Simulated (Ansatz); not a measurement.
Start from ZnTe in the zinc blende structure (space group F-43m, No. 216).

```yaml
crystal:
  lattice:
    - [0.00000, 3.08955, 3.08955]
    - [3.08955, 0.00000, 3.08955]
    - [3.08955, 3.08955, 0.00000]
  atoms:
    - { symbol: Te, position: [0.75000, 0.75000, 0.75000] }
    - { symbol: Zn, position: [0.00000, 0.00000, 0.00000] }
```

Cartesian axes are those of the cell as printed.

The values are results of PBE in Ansatz (plane waves to 420 eV, PAW, spin-orbit coupling left out), not measurements.

For the base:

| Property | Value |
|---|---|
| Band gap | 1.08 eV |
| Valence-band top at Γ | 0.00, 0.00, 0.00 eV |

Modification: strain tensor (xx, yy, zz, yz, xz, xy) = (−0.75, +0.06, −1.80, −1.10, +1.27, −0.49) %, atoms relaxed at fixed cell.

**Question.** Estimate the effect on the energy relative to the base.

**Answer.** The energy rises by 6.6 meV/atom.

**Question.** Predict the new band gap.

**Answer.** The band gap falls by 0.013 eV, from 1.08 eV to 1.06 eV.

**Question.** Estimate the effect on the valence-band top at Γ.

**Answer.** The valence-band top at Γ (three highest levels, from the VBM) becomes 0.00, -0.10, -0.25 eV (base: 0.00, 0.00, 0.00 eV).

Spin-orbit coupling, missing from the scalar runs, can matter with Te. No phonon test of stability was made.

Ansatz is a first-principles code.
